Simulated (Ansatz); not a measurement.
# FeO: one atom moved over a plane

The calculation used DFT PBEsol, scalar-relativistic, plane waves, PAW (Ansatz 0.2.0). The runs took a 420 eV cutoff, a Γ-centred 18×18×18 mesh and Gaussian smearing (0.15 eV). Collinear spins, started from moments 3.8, 0.4 μB in atom order; the magnetic state may not be the lowest. Energies are free energies at this smearing, counted from the undisturbed cell; pressure is positive in compression.

The undisturbed cell (as given, not relaxed at this level; it stands at -9.0 GPa):

```
Fe O
1.0
     1.51768    0.87623    2.51579
    -1.51768    0.87623    2.51579
     0.00000   -1.75247    2.51579
Fe O
1 1
Cartesian
  0.0000 0.0000 0.0000
  0.0000 0.0000 3.7737
```

Atom 2 (O) is moved by p along (0.000, 1.000, 0.000) and q along (0.000, 0.000, 1.000) (Å), all else fixed. Points are written (p, q). At -9 GPa the given cell is far from its own equilibrium, so these figures belong to a strongly strained crystal.

Energy above the undisturbed cell in eV/cell (a dash: not computed):

```csv
p \ q,-0.450,-0.225,0.000,0.225,0.450
-0.450,1.85,0.83,0.34,0.34,0.72
-0.225,0.57,–,–,–,–
0.000,0.28,–,0.00,–,0.28
0.225,–,–,–,–,0.57
0.450,0.72,0.34,0.34,0.83,1.85
```

Pressure in GPa:

| p \ q | -0.450 | -0.225 | 0.000 | 0.225 | 0.450 |
| --- | --- | --- | --- | --- | --- |
| -0.450 | 40.4 | 20.9 | 7.3 | 8.5 | 20.4 |
| -0.225 | 14.6 | – | – | – | – |
| 0.000 | 6.1 | – | -9.0 | – | 6.1 |
| 0.225 | – | – | – | – | 14.6 |
| 0.450 | 20.4 | 8.5 | 7.3 | 20.9 | 40.4 |

Cost: 8 runs of about 23 core-minutes in all, on Arm Neoverse V1 (shared hosts).